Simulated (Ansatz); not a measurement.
# CdTe: the cost of one run

Computed with Ansatz 0.2.0 (DFT, PBE, plane-wave PAW, default files, scalar-relativistic, frozen cores, unless a step's input says otherwise).

1 further run of the same task is left out (it didn't finish).

## Step 1: The system as given

The structure is cubic, space group F-43m (No. 216). The conventional cell has a = 6.280 Å, b = 6.280 Å, c = 6.280 Å, α = 90.00°, β = 90.00°, γ = 90.00°. Cd (site symmetry -43m) has 4 Te at 2.72 Å as nearest neighbours. Around Te (site symmetry -43m) lie 4 Cd at 2.72 Å.

As a file:

```cif
data_structure
_symmetry_space_group_name_H-M 'P 1'
_symmetry_Int_Tables_number 1
_cell_length_a 4.4406
_cell_length_b 4.4406
_cell_length_c 4.4406
_cell_angle_alpha 60.000
_cell_angle_beta 60.000
_cell_angle_gamma 60.000
_cell_volume 61.92
loop_
_atom_site_label
_atom_site_type_symbol
_atom_site_fract_x
_atom_site_fract_y
_atom_site_fract_z
_atom_site_occupancy
Cd1 Cd 0.00000 0.00000 0.00000 1
Te1 Te 0.25000 0.25000 0.25000 1
```

The earlier run gave: gap on the mesh 1.06 eV, largest force 0.000 eV/Å, pressure 8.0 GPa.

Site by site (atoms counted from 1):

| site | atoms | first shell | V_zz (10²¹ V/m²) | η | C_Q (MHz) |
| --- | --- | --- | --- | --- | --- |
| Cd | 1 | 4 Te at 2.72 Å | 0.00 | – | – |
| Te | 2 | 4 Cd at 2.72 Å | 0.00 | – | – |

Conventions: |V_zz| ≥ |V_yy| ≥ |V_xx|, η = (V_xx − V_yy)/V_zz, C_Q = eQV_zz/h. Q values from Pyykkö, Mol. Phys. 116, 1328 (2018). A dash under C_Q marks elements without a common quadrupolar isotope.

## Step 2: Z stretched by -2 %, ions relaxed

Input file input.yaml:

```yaml
crystal:
  lattice:
    - [0.0, 3.14, 3.0772]
    - [3.14, 0.0, 3.0772]
    - [3.14, 3.14, 0.0]
  atoms:
    - { symbol: Cd, position: [0.0, 0.0, 0.0] }
    - { symbol: Te, position: [0.25, 0.25, 0.25] }
kpoints:
  mp_grid: { grid: [12, 12, 12] }
scf:
  occupations: { method: fermi_dirac, width: 0.02 }
hamiltonian:
  xc: pbe
  pseudopotentials: { kind: paw, frozen_core: stored }
output:
  forces: true
  stress: true
  populations: true
  efg: {}
relax:
  f_tol: 0.02
  max_steps: 60
```

Launch:

```
$ ansatz run input.yaml --threads 1 --pin off --max-ram 3072MiB --backend cpu --events-out ev --progress --plain --runs-dir out
```

What time and memory should one allow on 1 thread of Intel Xeon at 2.50GHz (Skylake/Cascade Lake), shared host?

About 56 s, with a peak of 0.56 GiB.
